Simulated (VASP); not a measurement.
Set up this calculation in VASP 6.6.1, as the native input.

```
Task                   : relaxation of cell and atoms
Functional             : PBEsol
Dispersion             : D3
Potentials or basis    : VASP PAW PBE potentials, release 64 (Bi_d, Cs_sv, Ag, Br)
Cutoff                 : 600 eV
k mesh                 : 3 × 3 × 3
Occupations            : fermi-dirac, width 0.05 eV
Spin                   : no spin polarisation
Further INCAR settings : ALGO = Normal; EDIFF = 1e-07; IBRION = 2; EDIFFG = -0.02; NSW = 60; ISIF = 3
```

The structure of Cs2AgBiBr6 lies in POSCAR:

```
Cs2AgBiBr6
1.0
    0.0000000000      5.6161000000      5.6161000000
    5.6161000000      0.0000000000      5.6161000000
    5.6161000000      5.6161000000      0.0000000000
Bi Cs Ag Br
1 2 1 6
Direct
    0.0000000000      0.0000000000      0.0000000000
    0.7500000000      0.7500000000      0.7500000000
    0.2500000000      0.2500000000      0.2500000000
    0.5000000000      0.5000000000      0.5000000000
    0.7494500000      0.7494500000      0.2505500000
    0.2505500000      0.2505500000      0.7494500000
    0.7494500000      0.2505500000      0.2505500000
    0.7494500000      0.2505500000      0.7494500000
    0.2505500000      0.7494500000      0.7494500000
    0.2505500000      0.7494500000      0.2505500000
```

One way to write it, as run:

INCAR

```
PREC = Accurate
ENCUT = 600
EDIFF = 1E-7
ISMEAR = -1
SIGMA = 0.05
LREAL = F
LASPH = T
NELM = 80
ALGO = Normal
ISIF = 3
LWAVE = F
LCHARG = F
GGA = PS
IVDW = 11
IBRION = 2
NSW = 60
EDIFFG = -0.02
```

KPOINTS

```
regular mesh
0
Gamma
  3 3 3
```

Potentials or basis: VASP PAW PBE potentials, release 64 (Bi_d, Cs_sv, Ag, Br).

Command:

```sh
$ cat potpaw_PBE.64/Bi_d/POTCAR potpaw_PBE.64/Cs_sv/POTCAR potpaw_PBE.64/Ag/POTCAR potpaw_PBE.64/Br/POTCAR > POTCAR
$ mpirun -np 1 vasp_std > vasp.out
```

Results of the run:

| Property | Result |
| --- | --- |
| Relaxed volume | 34.37 Å³/atom |
| Relaxed cell | a = 7.863 Å, b = 7.863 Å, c = 7.863 Å, α = 60.00°, β = 60.00°, γ = 60.00° |
| Space group after relaxing (to 0.05 Å) | Fm-3m (No. 225) |
| Energy gained by relaxing | 5.4 meV/atom |
| Ionic steps | 4 |
| Pressure after relaxing | 0.0 GPa |
| Band gap on the k mesh | 1.75 eV, indirect (least direct gap 2.45 eV) |
| Dispersion energy per atom | -0.234 eV |

Caveat: the PAW data sets were made with another functional, which shifts forces and pressure a little; spin-orbit coupling is left out, which as a rule narrows the gap of such compounds by several tenths of an eV; an odd mesh through Γ misses points on the zone boundary, where band edges often lie.

Run time: 15 min on 1 thread of AMD EPYC 7R43 64-Core Processor (Zen 3), on a shared host, peak memory 0.64 GiB.
